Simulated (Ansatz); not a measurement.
# TiTe2 (P-3m1) in Ansatz: a series of runs

One crystal, TiTe2, is run at these levels: LDA, PBE; tasks: relaxation of cell and atoms.

All numbers are computed with Ansatz 0.2.0; they aren't measurements. Logs are shortened: lines on timing, memory, paths and dates and some standing lists are left out, and cuts for length are marked.

## Step 1: The structure

The structure is trigonal, space group P-3m1 (No. 164). The conventional cell has a = 3.777 Å, b = 3.777 Å, c = 6.498 Å, α = 90.00°, β = 90.00°, γ = 120.00°. Te (site symmetry 3m) has 3 Ti at 2.77 Å as nearest neighbours. Around Ti (site symmetry -3m) lie 6 Te at 2.77 Å.

## Step 2: Relaxation of cell and atoms, LDA

Input file input.yaml:

```yaml
crystal:
  lattice:
    - [3.777, 0.0, 0.0]
    - [-1.8885, 3.2709779501, 0.0]
    - [0.0, 0.0, 6.498]
  atoms:
    - { symbol: Te, position: [0.3333333333, 0.6666666667, 0.7372] }
    - { symbol: Te, position: [0.6666666667, 0.3333333333, 0.2628] }
    - { symbol: Ti, position: [0.0, 0.0, 0.0] }
kpoints:
  mp_grid: { grid: [8, 8, 4] }
scf:
  occupations: { method: fermi_dirac, width: 0.05 }
hamiltonian:
  xc: lda
  pseudopotentials: { kind: all_electron, lapw: { basis_error: 0.002 } }
output:
  forces: true
  stress: true
relax:
  f_tol: 0.02
  max_steps: 60
  cell: {}
```

Potentials or basis: all-electron LAPW, scalar-relativistic.

The run is started by

```
$ ansatz run input.yaml --threads 2 --pin off --max-ram 6144MiB --backend cpu --events-out ev --progress --plain --runs-dir out
```

The log of the run:

```text
Warning: RAYON_NUM_THREADS=2 ignored (pool sized by the plan → 2); use --threads N
The last accepted step is kept in <dir> (removed where the run ends without a failure and the disk answers)
LAPW: plane waves up to 7.884 Å⁻¹, error target 2.0e-3 eV per atom; small_component_spin mean_spin; Ti in spheres of 1.302 Å, 12 of its electrons in bands, Dirac shells []; Te in spheres of 1.384 Å, 24 of its electrons in bands, Dirac shells [] (how accurate: hamiltonian.pseudopotentials.lapw.basis_error, Limitations)
Engine: ansatz 0.2.0, aarch64-unknown-linux-gnu
Pseudopotentials: kind: all_electron
Pseudopotential: Te, LAPW, valence charge 24, lapw/all_electron/scalar/gaussian/Te, Koelling and Harmon's equation, gaussian nucleus
Pseudopotential: Ti, LAPW, valence charge 12, lapw/all_electron/scalar/gaussian/Ti, Koelling and Harmon's equation, gaussian nucleus
Functional definition: SPW92
  exchange = slater_x
  correlation = pw_c
Crystal: 3 atoms, lattice volume = 80.279 Å³
Basis set: ecut = 236.84289585462682 eV, 665 PW (Γ), exchange–correlation at level 2
Bands: 36, of which v1, the nominal top of the filled ones, is band 30 counted from 1 (29 counted from 0)
Symmetry: 12 space group operations
Space group: P-3m1 (ITA 164), of the structure as read, at distance tolerance 4.3e-5 Å
k-points: 35 of 256
Non-local potential: Te, projectors of the file, none
Non-local potential: Ti, projectors of the file, none
Initial density: superposition of atomic densities (chi_scale 0.1, normalization cell, long waves kept (reshape's long-wave potential 0.06 eV rms))
Initial wavefunctions: plane waves of lowest kinetic energy (no species holds an atomic orbital)
Functional: x = slater, c = lda
iter 1 solved again at ethr=2.08e-3 eV; its pass at ethr=1.00e-1 eV (dr2=1.25e0 eV) is discarded
SCF iter   1: F=—  HF=-392650.050243 eV  |F-HF|=—  |Δ(HF+E_count)|=         —  Δρ=2.06e-2  dr2=1.25e0  ethr=2.08e-3  ⟨swp⟩=2.0  Hψ=8608  notcnv=0
preconditioner: auto → LDOS  [metal: Δε(μ)=0.042 eV  Ē_g=6.923 eV  σ=0.050 eV  W_gap=0.20  n_scr=22 (ndim 8)  ℏωp=16.6 eV  f_vac=0.016  D(μ)=1.39/eV (n_scr^D=2)  β→1.0]
SCF iter   2: F=—  HF=-392650.057279 eV  |F-HF|=—  |Δ(HF+E_count)|=   7.04e-3  Δρ=1.80e-2  dr2=1.60e0  ethr=2.08e-3  ⟨swp⟩=3.2  Hψ=4211  notcnv=0
iter 3 solved again at ethr=1.75e-5 eV; its pass at ethr=2.08e-3 eV (dr2=1.05e-2 eV) is discarded
SCF iter   3: F=—  HF=-392649.748281 eV  |F-HF|=—  |Δ(HF+E_count)|=   3.09e-1  Δρ=2.95e-3  dr2=1.02e-2  ethr=1.75e-5  ⟨swp⟩=2.3  Hψ=6523  notcnv=0
SCF iter   4: F=—  HF=-392649.745409 eV  |F-HF|=—  |Δ(HF+E_count)|=   2.87e-3  Δρ=8.74e-4  dr2=7.09e-4  ethr=1.71e-5  ⟨swp⟩=2.4  Hψ=3672  notcnv=0
SCF iter   5: F=—  HF=-392649.744858 eV  |F-HF|=—  |Δ(HF+E_count)|=   5.51e-4  Δρ=2.72e-4  dr2=9.36e-5  ethr=1.18e-6  ⟨swp⟩=2.0  Hψ=3634  notcnv=0
SCF iter   6: F=—  HF=-392649.744850 eV  |F-HF|=—  |Δ(HF+E_count)|=   7.73e-6  Δρ=6.84e-5  dr2=3.29e-6  ethr=1.56e-7  ⟨swp⟩=2.0  Hψ=3634  notcnv=0
SCF iter   7: F=—  HF=-392649.744850 eV  |F-HF|=—  |Δ(HF+E_count)|=   5.05e-7  Δρ=1.47e-5  dr2=1.11e-7  ethr=5.49e-9  ⟨swp⟩=2.0  Hψ=3634  notcnv=0
SCF iter   8: F=-392649.744850 eV  HF=-392649.744850 eV  |F-HF|=1.34e-9  |Δ(HF+E_count)|=   2.77e-8  Δρ=2.85e-6  dr2=3.94e-9  ethr=1.84e-10  ⟨swp⟩=2.1  Hψ=3638  notcnv=0
SCF 1 converged in 8 iterations: F = -392649.744850 eV  dr2 = 3.94e-9
relax step   1: F+E_penalty+E_count = -392649.74485030 eV  Δ(F+E_penalty+E_count) = +0.000e0 eV  max|allowed force component| = 3.084e-1 eV/Å  Δτ_max = 0.0000 Å  P = -4.091 GPa  Ω = 80.279 Å³  (8 SCF iters, accepted)
Crystal: 3 atoms, lattice volume = 69.688 Å³
Basis set: ecut = 260.2698492897724 eV, 665 PW (Γ), exchange–correlation at level 2
Initial density: handed on by an earlier stage of this run
Initial wavefunctions: those handed on with the density
iter 1 solved again at ethr=5.20e-4 eV; its pass at ethr=1.00e-1 eV (dr2=3.12e-1 eV) is discarded
SCF iter   1: F=—  HF=-392649.823991 eV  |F-HF|=—  |Δ(HF+E_count)|=         —  Δρ=1.15e-2  dr2=3.24e-1  ethr=5.20e-4  ⟨swp⟩=3.1  Hψ=6926  notcnv=0
preconditioner: auto → Kerker (q_TF=auto, 2.661 Å⁻¹)  [metal: Δε(μ)=0.035 eV  Ē_g=7.344 eV  σ=0.050 eV  W_gap=0.17  n_scr=22 (ndim 8)  ℏωp=17.8 eV  f_vac=0.009  D(μ)=1.69/eV (n_scr^D=10)]
SCF iter   2: F=—  HF=-392649.847808 eV  |F-HF|=—  |Δ(HF+E_count)|=   2.38e-2  Δρ=1.06e-2  dr2=2.09e-1  ethr=5.20e-4  ⟨swp⟩=2.7  Hψ=3869  notcnv=0
iter 3 solved again at ethr=9.45e-6 eV; its pass at ethr=3.49e-4 eV (dr2=5.67e-3 eV) is discarded
SCF iter   3: F=—  HF=-392649.783752 eV  |F-HF|=—  |Δ(HF+E_count)|=   6.41e-2  Δρ=2.62e-3  dr2=5.66e-3  ethr=9.45e-6  ⟨swp⟩=2.0  Hψ=6402  notcnv=0
SCF iter   4: F=—  HF=-392649.779775 eV  |F-HF|=—  |Δ(HF+E_count)|=   3.98e-3  Δρ=1.80e-3  dr2=9.75e-3  ethr=9.43e-6  ⟨swp⟩=3.0  Hψ=3841  notcnv=0
SCF iter   5: F=—  HF=-392649.778406 eV  |F-HF|=—  |Δ(HF+E_count)|=   1.37e-3  Δρ=2.74e-4  dr2=2.85e-4  ethr=9.43e-6  ⟨swp⟩=2.0  Hψ=3622  notcnv=0
SCF iter   6: F=—  HF=-392649.778373 eV  |F-HF|=—  |Δ(HF+E_count)|=   3.38e-5  Δρ=1.47e-4  dr2=3.95e-5  ethr=4.75e-7  ⟨swp⟩=2.0  Hψ=3619  notcnv=0
SCF iter   7: F=—  HF=-392649.778363 eV  |F-HF|=—  |Δ(HF+E_count)|=   9.23e-6  Δρ=7.35e-5  dr2=2.11e-5  ethr=6.58e-8  ⟨swp⟩=2.1  Hψ=3622  notcnv=0
SCF iter   8: F=—  HF=-392649.778360 eV  |F-HF|=—  |Δ(HF+E_count)|=   3.22e-6  Δρ=2.13e-5  dr2=1.04e-6  ethr=3.52e-8  ⟨swp⟩=2.0  Hψ=3619  notcnv=0
SCF iter   9: F=—  HF=-392649.778360 eV  |F-HF|=—  |Δ(HF+E_count)|=   2.41e-7  Δρ=1.11e-5  dr2=1.89e-7  ethr=1.73e-9  ⟨swp⟩=2.0  Hψ=3620  notcnv=0
SCF iter  10: F=-392649.778360 eV  HF=-392649.778360 eV  |F-HF|=2.77e-8  |Δ(HF+E_count)|=   3.03e-8  Δρ=4.38e-6  dr2=3.01e-8  ethr=3.15e-10  ⟨swp⟩=2.0  Hψ=3619  notcnv=0
SCF 2 converged in 10 iterations: F = -392649.778360 eV  dr2 = 3.01e-8
relax step   2: F+E_penalty+E_count = -392649.77835976 eV  Δ(F+E_penalty+E_count) = -3.351e-2 eV  max|allowed force component| = 1.402e-1 eV/Å  Δτ_max = 0.0739 Å  P = +3.659 GPa  Ω = 69.688 Å³  (10 SCF iters, accepted)
Crystal: 3 atoms, lattice volume = 74.836 Å³
Basis set: ecut = 248.19322169656144 eV, 665 PW (Γ), exchange–correlation at level 2
iter 1 solved again at ethr=7.95e-5 eV; its pass at ethr=1.00e-1 eV (dr2=4.77e-2 eV) is discarded
SCF iter   1: F=—  HF=-392649.826193 eV  |F-HF|=—  |Δ(HF+E_count)|=         —  Δρ=4.65e-3  dr2=5.02e-2  ethr=7.95e-5  ⟨swp⟩=3.2  Hψ=6985  notcnv=0
preconditioner: auto → LDOS  [metal: Δε(μ)=0.074 eV  Ē_g=7.257 eV  σ=0.050 eV  W_gap=0.32  n_scr=22 (ndim 8)  ℏωp=17.2 eV  f_vac=0.023  D(μ)=1.34/eV (n_scr^D=2)  β→1.0]
[... 17 lines left out ...]
SCF iter   5: F=-392649.820203 eV  HF=-392649.820203 eV  |F-HF|=1.09e-8  |Δ(HF+E_count)|=   3.23e-8  Δρ=3.43e-6  dr2=1.18e-8  ethr=3.37e-10  ⟨swp⟩=2.8  Hψ=3685  notcnv=0
SCF 4 converged in 5 iterations: F = -392649.820203 eV  dr2 = 1.18e-8
relax step   4: F+E_penalty+E_count = -392649.82020323 eV  Δ(F+E_penalty+E_count) = -2.090e-3 eV  max|allowed force component| = 2.427e-2 eV/Å  Δτ_max = 0.0197 Å  P = -0.161 GPa  Ω = 73.952 Å³  (5 SCF iters, accepted)
Crystal: 3 atoms, lattice volume = 73.807 Å³
Basis set: ecut = 250.4950441712438 eV, 665 PW (Γ), exchange–correlation at level 2
iter 1 solved again at ethr=3.00e-7 eV; its pass at ethr=1.00e-1 eV (dr2=1.80e-4 eV) is discarded
SCF iter   1: F=—  HF=-392649.820308 eV  |F-HF|=—  |Δ(HF+E_count)|=         —  Δρ=2.29e-4  dr2=1.73e-4  ethr=3.00e-7  ⟨swp⟩=3.2  Hψ=6142  notcnv=0
preconditioner: auto → LDOS  [metal: Δε(μ)=0.035 eV  Ē_g=7.227 eV  σ=0.050 eV  W_gap=0.17  n_scr=22 (ndim 8)  ℏωp=17.3 eV  f_vac=0.017  D(μ)=1.43/eV (n_scr^D=2)  β→1.0]
SCF iter   2: F=—  HF=-392649.820308 eV  |F-HF|=—  |Δ(HF+E_count)|=   4.54e-7  Δρ=2.09e-4  dr2=1.75e-4  ethr=2.89e-7  ⟨swp⟩=2.2  Hψ=3628  notcnv=0
iter 3 solved again at ethr=1.12e-9 eV; its pass at ethr=2.89e-7 eV (dr2=6.73e-7 eV) is discarded
SCF iter   3: F=—  HF=-392649.820284 eV  |F-HF|=—  |Δ(HF+E_count)|=   2.39e-5  Δρ=1.81e-5  dr2=6.78e-7  ethr=1.12e-9  ⟨swp⟩=2.1  Hψ=6231  notcnv=0
SCF iter   4: F=-392649.820284 eV  HF=-392649.820284 eV  |F-HF|=9.51e-8  |Δ(HF+E_count)|=   6.44e-8  Δρ=6.78e-6  dr2=5.10e-8  ethr=1.12e-9  ⟨swp⟩=2.0  Hψ=3622  notcnv=0
SCF 5 converged in 4 iterations: F = -392649.820284 eV  dr2 = 5.10e-8
relax step   5: F+E_penalty+E_count = -392649.82028422 eV  Δ(F+E_penalty+E_count) = -8.098e-5 eV  max|allowed force component| = 3.358e-3 eV/Å  Δτ_max = 0.0004 Å  P = +0.003 GPa  Ω = 73.807 Å³  (4 SCF iters, accepted)
iter 1 solved again at ethr=8.10e-11 eV; its pass at ethr=1.00e-1 eV (dr2=4.86e-8 eV) is discarded
SCF iter   1: F=—  HF=-392649.820288 eV  |F-HF|=—  |Δ(HF+E_count)|=         —  Δρ=6.78e-6  dr2=5.12e-8  ethr=8.10e-11  ⟨swp⟩=4.8  Hψ=7122  notcnv=0  reapply=1
preconditioner: auto → LDOS  [metal: Δε(μ)=0.035 eV  Ē_g=7.230 eV  σ=0.050 eV  W_gap=0.17  n_scr=22 (ndim 8)  ℏωp=17.3 eV  f_vac=0.017  D(μ)=1.43/eV (n_scr^D=2)  β→1.0]
SCF iter   2: F=-392649.820288 eV  HF=-392649.820288 eV  |F-HF|=1.22e-7  |Δ(HF+E_count)|=   1.64e-8  Δρ=6.39e-6  dr2=7.60e-8  ethr=8.10e-11  ⟨swp⟩=3.0  Hψ=3917  notcnv=0
SCF 6 converged in 2 iterations: F = -392649.820288 eV  dr2 = 7.60e-8
relax step   6: F+E_penalty+E_count = -392649.82028823 eV  Δ(F+E_penalty+E_count) = -4.014e-6 eV  max|allowed force component| = 3.562e-3 eV/Å  Δτ_max = 0.0000 Å  P = +0.003 GPa  Ω = 73.807 Å³  stress off target by 4.47e-2 GPa  SCF on the basis re-selected at this cell (its energy is not comparable with the rows above)  (2 SCF iters)
basis re-selected at this cell: Δ(F+E_penalty+E_count) = -4.014e-6 eV, ΔP = -0.001 GPa vs the last step (what re-selecting the basis moved, after the strain that the cell walked since its last selection, with what the two solves' SCF thresholds leave and, on support functions, any second-order correction that the steps lacked; it is no measure of the basis error at this ecutwfc). This SCF's stress stands 4.47e-2 GPa from its target on what of the cell is left free (relax.cell.stress_tol is 5.00e-2 GPa) and its largest allowed force component is 3.56e-3 eV/Å (relax.f_tol is 2.00e-2 eV/Å): within both
SCF converged after 2 iterations
Free energy (F): -392649.820288 eV
Harris-Foulkes:  -392649.820288 eV  (|F-HF|=1.22e-7)
Internal energy: -392649.808625 eV  (E = F + TS)
E sigma→0 (E₀):  -392649.814457 eV
Entropy (-TS):   -0.011663 eV (-3.888 meV/atom)
Fermi energy:    13.222034 eV
--- Per-component energies (eV) ---
  E_band       = -2264.656978
  E_kinetic    = 413483.252197
  E_xc         = -10373.510966
  E_electrostatic = -795759.549856  (all electrons and nuclei)
  E_smearing   = -0.011663  (= −TS)
  E_closure    = 0.000000  (closes the sum)
  E_atoms      = -392632.512715  (free atoms, spherical and without spin; not in F)
  Σ components = -392649.820288   (vs F -392649.820288, Δ=0.00e0)
  Basis errors (estimates in eV, not in F): energy 8.4e-4 per atom: plane waves 7.6e-4 (4.4e-4 summed), levels above the bands 3.4e-37, relativity 1.1e-8, radial functions 7.5e-5, core shells 1.2e-6; eigenvalues (radial functions only) 8.1e-7; not estimated: angular momenta, meshes, grids; target (lapw.basis_error) 2.0e-3; muffin-tin radii Ti 1.266 Å, Te 1.346 Å
--- Forces (eV/Å), atoms counted from 1 ---
  atom   1  Te     0.00000000    -0.00000000     0.00356156
  atom   2  Te    -0.00000000     0.00000000    -0.00356156
  atom   3  Ti     0.00000000     0.00000000     0.00000000
  max |Σ_I F_I| component: 2.89e-19 eV/Å
--- Stress (GPa, compression-positive) ---
        0.026181       0.000000       0.000000
        0.000000       0.026181       0.000000
        0.000000       0.000000      -0.044687
  P = ⅓ Tr σ = 0.0026 GPa (0.026 kbar)
--- Relaxed structure (5 steps of the walk, 5 accepted, 1 SCFs on fresh bases) ---
  F+E_penalty+E_count = -392649.82028823 eV   max|allowed force component| = 3.562e-3 eV/Å   (the final SCF, on the basis selected at the relaxed cell)
  cell:  # Å, volume = 73.8068 Å³
    - [3.674444725979403, -7.869119646809803e-33, -2.6990884241011763e-17]
    - [-1.8372223629897015, 3.1821624774999138, 1.3495442120505884e-17]
    - [-4.643546883715353e-17, 6.944338482591435e-33, 6.312219255532518]
  atoms:
    - { symbol: Te, position: [0.3333333333333333, 0.6666666666666666, 0.7305189169971199] }
    - { symbol: Te, position: [0.6666666666666666, 0.3333333333333333, 0.2694810830028802] }
    - { symbol: Ti, position: [1.0322149904052583e-34, 7.400804838549924e-35, 7.119004723409488e-19] }
```

Run time: 40 s. Hardware: 2 threads of Arm Neoverse V2, shared host; peak memory 0.4 GiB.

What came out:

```yaml
Free_energy: -392649.8203 eV
Relaxed_volume: 24.60 Å³/atom
Relaxed_cell: a = 3.674 Å, b = 3.674 Å, c = 6.312 Å, α = 90.00°, β = 90.00°, γ = 120.00°
Space_group_after_relaxing_to_0.05_Å: P-3m1 (No. 164)
Energy_gained_by_relaxing: 25.1 meV/atom
Ionic_steps: 6
Pressure_after_relaxing: 0.0 GPa
Largest_force_after_relaxing: 0.004 eV/Å
```

Forces in eV/Å, atoms in the order of the input:
```
Te   0.000  0.000  0.004
Te   0.000  0.000 -0.004
Ti   0.000  0.000  0.000
```

Step by step:
```csv
step,energy change (eV),largest force (eV/Å),volume (Å³)
1,0.0000,0.3084,80.28
2,-0.0335,0.1402,69.69
3,-0.0733,0.0452,74.84
4,-0.0754,0.0243,73.95
5,-0.0754,0.0034,73.81
6,-0.0754,0.0036,73.81
```

Final structure:
```xyz
3
Lattice="3.6744 0.0000 0.0000 -1.8372 3.1822 0.0000 0.0000 0.0000 6.3122" Properties=species:S:1:pos:R:3 pbc="T T T"
Te    0.0000    2.1214    4.6112
Te    1.8372    1.0607    1.7010
Ti    0.0000    0.0000    0.0000
```

The run has no spin-orbit coupling, so splittings on Te are missing. Zero-point motion and thermal expansion aren't in these numbers.

(Part 1 of 2 ends here.)
